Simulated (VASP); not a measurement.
Wanted: the native input for a VASP 6.6.1 run.

```
Task                   : single point
Functional             : LDA
Potentials or basis    : VASP PAW LDA potentials, release 64 (K_sv, Zn, F)
Cutoff                 : 520 eV
k mesh                 : 6 × 6 × 6
Occupations            : gaussian, width 0.02 eV
Spin                   : no spin polarisation
Dipole correction      : no
Further INCAR settings : ALGO = Normal; EDIFF = 1e-06; NBANDS = 29
```

The structure of KZnF3 lies in POSCAR:

```
KZnF3
1.0
    3.9735280944      0.0000000000      0.0000000000
    0.0000000000      3.9735280944      0.0000000000
    0.0000000000      0.0000000000      3.9735280944
K Zn F
1 1 3
Direct
    0.0000000000      0.0000000000      0.0000000000
    0.5000000000      0.5000000000      0.5000000000
    0.5000000000      0.5000000000      0.0000000000
    0.0000000000      0.5000000000      0.5000000000
    0.5000000000      0.0000000000      0.5000000000
```

The cell isn't the ideal one: relaxed again under DFT LDA, scalar-relativistic, plane waves, PAW.

These files were run (other wordings do the same):

INCAR

```
SYSTEM = KZnF3
PREC = Accurate
ENCUT = 520
EDIFF = 1E-6
ISMEAR = 0
SIGMA = 0.02
LREAL = .False.
LASPH = .True.
NELM = 100
ALGO = Normal
ISIF = 2
LWAVE = .False.
LCHARG = .True.
GGA = CA
LELF = .True.
LVHAR = .True.
NBANDS = 29
```

KPOINTS

```
regular mesh
0
Gamma
  6 6 6
  0 0 0
```

Potentials or basis: VASP PAW LDA potentials, release 64 (K_sv, Zn, F).

Run with:

```bash
$ cat potpaw_LDA.64/K_sv/POTCAR potpaw_LDA.64/Zn/POTCAR potpaw_LDA.64/F/POTCAR > POTCAR
$ mpirun -np 1 vasp_std > vasp.out
```

It gave:

The pressure is 0.5 GPa. The band gap on the k mesh is 3.75 eV, indirect (least direct gap 5.89 eV).

Run time: 39 s on 1 thread of Intel(R) Xeon(R) Platinum 8259CL CPU @ 2.50GHz (Skylake/Cascade Lake) (shared host), peak memory 0.16 GiB.
